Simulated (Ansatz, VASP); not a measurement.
# BN in VASP and in Ansatz

```
B N
1.0
     1.25112    0.72234    3.37293
    -1.25112    0.72234    3.37293
     0.00000   -1.44467    3.37293
B N
1 1
Direct
  0.99967 0.99967 0.99967
  0.33276 0.33276 0.33276
```

The cell is a database's computed one.

Alike in both runs: task relaxation of cell and atoms; functional PBEsol; k mesh 12 × 12 × 12; occupations gaussian, width 0.02 eV; no spin polarisation.

|  | VASP | Ansatz |
| --- | --- | --- |
| version | VASP 6.6.1 | Ansatz 0.2.0 |
| potentials or method | VASP PAW PBE potentials, release 64 (B, N) | scalar-relativistic, plane waves, PAW |
| plane-wave cutoff (eV) | 600 | 420 |
| valence electrons in the cell | 8 | 8 |

```tsv
	VASP	Ansatz	Ansatz less VASP
gap on the k mesh at the Fermi level, each at its own relaxed structure (eV)	4.20	4.24	+0.042
relaxed volume (Å³/atom)	9.31	9.45	+0.144
relaxed cell length with the largest relative difference (Å)	3.719	3.770	+0.0510
```

Caveats: the PAW data sets were made with another functional, which shifts forces and pressure a little (VASP). A hybrid or GW would open this gap; PBEsol tends to underestimate it. A k mesh can miss the band edges.
